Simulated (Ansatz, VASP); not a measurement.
## CoSi2 (d3): VASP beside Ansatz

```
CELL_PARAMETERS angstrom
0.00000 2.65201 2.65201
2.65201 0.00000 2.65201
2.65201 2.65201 0.00000
ATOMIC_POSITIONS crystal
Co 0.00000 0.00000 0.00000
Si 0.25000 0.25000 0.25000
Si 0.75000 0.75000 0.75000
```

Alike in both runs: functional PBE; dispersion D3(BJ); k mesh 14 × 14 × 14; occupations gaussian, width 0.1 eV; no spin polarisation.

Ansatz relaxed the structure, and its values are those at the end. VASP's run is a single point on that final structure, the one shown.

|  | VASP | Ansatz |
| --- | --- | --- |
| version | VASP 6.6.1 | Ansatz 0.2.0 |
| potentials or method | VASP PAW PBE potentials, release 64 (Co, Si) | scalar-relativistic, plane waves, PAW |
| plane-wave cutoff (eV) | 520 | 420 |
| valence electrons in the cell | 17 | 25 |

```csv
,VASP,Ansatz,Ansatz less VASP
gap on the k mesh at the Fermi level (eV),none,none,-
pressure (GPa),-0.2,0.0,+0.18
```

A gap of «none» marks a metal or a gap that the smearing closes. With one functional, cell and mesh, what is left measures potentials, basis and numerics. The two sets of potentials don't hold the same shells in valence.

Caveats: pairwise dispersion overbinds metals, which lowers pressure and volume. Spin polarisation is off, so any magnetic state and its effect on volume and gap are missing.
